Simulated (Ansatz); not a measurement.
# two structures of Rb: a comparison of enthalpies under pressure

Run with Ansatz's Python interface.

The script, `rb.py`:
```python
import logging
import sys

import ansatz
import numpy as np
import pandas as pd

logging.basicConfig(stream=sys.stdout, format="[%(levelname)s] %(message)s")
logger = logging.getLogger("calc")
logger.setLevel(logging.INFO)


def diamond(A, a):
    return (
        ansatz.Lattice.fcc(a)
        .space_group(227, origin_choice=1)
        .atom(A, (0, 0, 0))
        .primitive()
    )


def sc(a_site, a):
    return (
        ansatz.Lattice.cubic(a)
        .space_group(221)
        .atom(a_site, (0, 0, 0))
    )


def solve(name, crystal, pressure=0.0):
    calc = (
        crystal.calculation()
        .functional("pbe")
        .basis(470)
        .kpoints(spacing=0.33)
        .occupations("fermi_dirac", width=0.1)
    )
    calc = calc.relax(force_tolerance=0.03, max_steps=60, cell=True, pressure=pressure)
    return calc.run(threads=1)


def volume_per_atom(outcome):
    return abs(np.linalg.det(outcome.lattice.cell_ang)) / len(outcome.lattice.sites)


def main() -> None:
    phases = {}
    phases["diamond"] = diamond("Rb", 9.71)
    phases["sc"] = sc("Rb", 4.59)

    pressures = [0, 20, 40, 60]
    enthalpy, volume = {name: [] for name in phases}, {name: [] for name in phases}
    for p in pressures:
        for name, crystal in phases.items():
            o = solve(name, crystal, pressure=p)
            volume[name].append(volume_per_atom(o))
            enthalpy[name].append(o.report["energy_sigma0_ev"] / len(o.lattice.sites) + p * volume[name][-1] / 160.21766)
    gap = np.array(enthalpy["sc"]) - np.array(enthalpy["diamond"])
    rows = [(p, va, vb, 1000 * d) for p, va, vb, d in zip(pressures, volume["diamond"], volume["sc"], gap)]
    print(pd.DataFrame(rows, columns=["P (GPa)", "V diamond (A^3/atom)", "V sc (A^3/atom)", "H(sc) - H(diamond) (meV/atom)"]).round(4).to_string(index=False))
    crossings = [p0 - g0 * (p1 - p0) / (g1 - g0) for p0, p1, g0, g1 in zip(pressures, pressures[1:], gap, gap[1:]) if g0 * g1 < 0]
    print("crossing near", [round(float(p), 1) for p in crossings], "GPa") if crossings else print("no crossing in this range")


if __name__ == "__main__":
    main()
```

```console
$ python rb.py
 P (GPa)  V diamond (A^3/atom)  V sc (A^3/atom)  H(sc) - H(diamond) (meV/atom)
       0              137.9179          99.8757                      -154.6068
      20               32.4109          26.5902                      -869.6727
      40               26.2652          20.8631                     -1530.5869
      60               22.9803          18.3895                     -2164.6797
no crossing in this range
```

Reading the output:
- Total energies depend on the potentials; only differences at equal settings carry meaning.
- At a fixed pressure a relaxation lowers the enthalpy F + PV, while F alone can rise.
- For the metals among these phases the mesh is modest: differences between phases can be off by up to 40 meV an atom.
- Only these two structures are compared, at zero temperature and with their symmetry kept; either may be hypothetical, and another phase may be lower than both. Differences under about 40 meV an atom lie within the error of mesh and functional.
- The cells are prototypes set up for this calculation and needn't exist.
- Hardware and time: 68 s on 1 thread of Arm Neoverse V2, on a shared host, peak memory 0.55 GiB.

(Lines on the test bed's own set-up are left out of the output.)
